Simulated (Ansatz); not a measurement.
**BN at 30 GPa: from Born charge to LO–TO splitting and polaron coupling**

Method: Ansatz 0.2.0, DFT PBEsol, scalar-relativistic, plane waves, PAW. Plane waves to 420 eV; Γ-centred k mesh 12×12×12; fixed occupations. No spin polarisation. Phonons by linear response, acoustic sum rule imposed.

The cell, relaxed at 30 GPa:
```
CELL_PARAMETERS angstrom
0.00000 1.76206 1.76206
1.76206 0.00000 1.76206
1.76206 1.76206 0.00000
ATOMIC_POSITIONS crystal
B 0.00000 0.00000 0.00000
N 0.75000 0.75000 0.75000
```

Linear response gives ν_TO = 1138.0 cm⁻¹, Born charges ±1.869 e (positive on B) and ε∞ = 4.570. The primitive cell holds 10.942 Å³, and the masses are 10.810 and 14.007 amu.

Q: Find ν_LO and the static dielectric constant.

A: The long-wave field adds a restoring force: ω_LO² − ω_TO² = Z*²e²/(ε_vac ε∞ μV). In these units ν_LO² − ν_TO² = 4.92064×10⁷ Z*²/(μ V ε∞) cm⁻², with μ = m₁m₂/(m₁ + m₂) = 6.101 amu: 563420 cm⁻². So ν_LO = √(1138.0² + 563420) = 1363.3 cm⁻¹, and the run gives 1363.3. Lyddane–Sachs–Teller then gives ε0 = ε∞ (ν_LO/ν_TO)² = 6.56, against 6.56 in the run (it forms both from the same three quantities, so the match checks the arithmetic only). Between ν_TO and ν_LO the dielectric function is negative and an undamped crystal reflects fully: a reststrahlen band from 7.3 to 8.8 μm.

Q: What do the Clausius–Mossotti polarisability and the Szigeti charge come to?

A: With the Lorentz local field, α = (3V/4π)(ε∞ − 1)/(ε∞ + 2) = 1.42 Å³ for the pair, and e_S = 3Z*/(ε∞ + 2) = 0.85 e. The Born charge includes the electrons' response to the dipole's own local field, and e_S takes that enhancement out. The Lorentz field assumes point-like polarisable ions, a poor picture once ε∞ is this large, since the electron clouds then overlap or are shared, so both numbers are formal here.

Q: How strongly does a slow electron couple to the LO mode?

A: For one isotropic parabolic band, Fröhlich's constant is α_F = (1/ε∞ − 1/ε0) √(m* Ry/ħω_LO), with Ry = 13.606 eV, ħω_LO = 169.0 meV and m* in free-electron masses: α_F = 0.0663 × 8.97 × √m* = 0.60 √m*. The band mass isn't part of this run; for m* = 0.1, 0.3 and 1 it gives 0.19, 0.33, 0.60. In weak coupling the polaron lies α_F ħω_LO below the band edge (55 meV at m* = 0.3) with a mass m*(1 + α_F/6); past α_F of about 5 or 6 that expansion fails. A semilocal functional's ε∞ tends to be too large, which taken alone lowers α_F.

Cost: 1 run of about 0.4 core-minutes, on Intel Xeon Processor @ 2.50GHz (Skylake/Cascade Lake) (shared hosts).

The large LO–TO splitting doesn't make this zinc-blende BN a strongly ionic crystal. Nitrogen's higher electronegativity polarises the B–N bonds, but the Born charge of 1.869 e measures how electrons move with the ions, not a static charge transfer. Heavier III–V compounds have Born charges of similar size yet much smaller splittings; here light atoms, a small cell and modest electronic screening amplify the effect of the field on the frequencies.

The ionic part of the static screening is governed by bond stiffness rather than mass. Short, strong covalent bonds resist polar displacement, so the dielectric constant rises only from 4.570 to 6.56. That small rise and the high phonon energy keep the Fröhlich coupling weak for all three trial masses. The polaron shift can still reach tens of meV, because each virtual phonon carries so much energy.

For real conduction electrons these couplings are only a guide, since the band minimum of cubic BN lies at X, where the mass is anisotropic.
